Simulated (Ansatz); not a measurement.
ZrN in Ansatz: the effect of Hubbard term

Crystal: ZrN.

```
CELL_PARAMETERS angstrom
0.00000 2.30000 2.30000
2.30000 0.00000 2.30000
2.30000 2.30000 0.00000
ATOMIC_POSITIONS crystal
Zr 0.50000 0.50000 0.50000
N 0.00000 0.00000 0.00000
```

Alike in all runs:

```yaml
Program: Ansatz 0.2.0
Task: density of states
Functional: PBEsol
Potentials_or_basis: all-electron LAPW, scalar-relativistic
Cutoff: 281 eV (chosen from the basis error)
Basis_error_allowed: 0.001 eV/atom
k_mesh: 10 × 10 × 10
Occupations: fermi-dirac, width 0.05 eV
Spin: no spin polarisation
```

| Hubbard term | pressure (GPa) |
| --- | --- |
| none | ? |
| Zr d U = 2 eV | -5.5 |
| Zr d U = 4 eV | -2.9 |
| Zr d U = 6 eV | 0.0 |
| Zr d U = 8 eV | 3.1 |

What does the run with Hubbard term none give?

Pressure -7.8 GPa.

Worked out: A parabola through the other rows of the pressure, of slope 1.12 GPa per eV there, extrapolates to -7.9 GPa, against the run's -7.8.

Caveats: the density of states is complete only up to the lowest level of the last band computed; U is the effective U less J, on atomic orbitals that reach past the spheres (some runs); U without spin polarisation on a metal has little footing (some runs).
